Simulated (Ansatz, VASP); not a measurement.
This is a calculation of W for VASP 6.6.1.

POSCAR

```
W
1.0
   -1.5823450000      1.5823450000      1.5823450000
    1.5823450000     -1.5823450000      1.5823450000
    1.5823450000      1.5823450000     -1.5823450000
W
1
Direct
    0.0000000000      0.0000000000      0.0000000000
```

INCAR.step1

```
  PREC = Accurate
  ENCUT = 600
  EDIFF = 1E-5
  ISMEAR = -1
  SIGMA = 0.05
  LREAL = False
  LASPH = True
  NELM = 80
  ALGO = Normal
  LWAVE = True
  LCHARG = False
  GGA = PE
```

The input INCAR.step2:

```
  PREC = Accurate
  ENCUT = 600
  EDIFF = 1E-7
  ISMEAR = -1
  SIGMA = 0.05
  LREAL = False
  LASPH = True
  NELM = 80
  ALGO = Normal
  ISIF = 3
  LWAVE = False
  LCHARG = False
  GGA = PE
  LHFCALC = True
  AEXX = 0.25
  PRECFOCK = Fast
  IBRION = 2
  NSW = 60
  EDIFFG = -0.02
  ISTART = 1
```

Contents of KPOINTS:

```
Automatic mesh
0
Gamma
  6 6 6
```

Potentials or basis: VASP PAW PBE potentials, release 64 (W_sv).

Launch:

```bash
$ cat potpaw_PBE.64/W_sv/POTCAR > POTCAR
$ cp INCAR.step1 INCAR
$ mpirun -np 1 vasp_std > vasp.out
$ cp INCAR.step2 INCAR
$ mpirun -np 1 vasp_std > vasp.out
```

Q: Set up the same calculation for Ansatz 0.2.0. Potentials there: Ansatz PAW.

A: As run (the cutoff follows the program's own potentials):

The input input.yaml:

```yaml
crystal:
  lattice:
    - [-1.582345, 1.582345, 1.582345]
    - [1.582345, -1.582345, 1.582345]
    - [1.582345, 1.582345, -1.582345]
  atoms:
    - { symbol: W, position: [0.0, 0.0, 0.0] }
hamiltonian:
  xc: pbe0
  pseudopotentials: { kind: paw }
kpoints:
  mp_grid: { grid: [6, 6, 6] }
scf:
  occupations: { method: fermi_dirac, width: 0.05 }
output:
  forces: true
  stress: true
relax:
  f_tol: 0.01
  max_steps: 40
  cell: { stress_tol: 0.05 }
```

Potentials or basis: Ansatz PAW.

The run is started by

```bash
$ ansatz run input.yaml --threads 2 --pin off --max-ram 5632MiB --backend cpu --events-out ev --progress --plain --runs-dir out
```

Both were run:

|  | VASP | Ansatz | Ansatz less VASP |
| --- | --- | --- | --- |
| gap on the k mesh at the Fermi level, each at its own relaxed structure (eV) | none | none | - |
| relaxed volume (Å³/atom) | 15.68 | 15.70 | +0.020 |
| relaxed cell length with the largest relative difference (Å) | 2.731 | 2.732 | +0.0012 |
| energy change over the relaxation (meV/atom) | -2 | -1 | +0.5 |

A gap of «none» marks a metal or a gap that the smearing closes.

Caveats: the k mesh is coarse (spacing up to 0.47 Å⁻¹), so the values aren't converged, least of all with exact exchange; the PAW data sets were made with another functional, which shifts forces and pressure a little (VASP); the plane-wave basis is chosen anew once the cell has moved, so the energies of steps on either side of that aren't comparable (Ansatz); the PAW data sets come from PBE, with cores solved anew for the run's functional, which leaves a small shift of forces and pressure (Ansatz). The runs have no spin-orbit coupling, so splittings on W are missing.
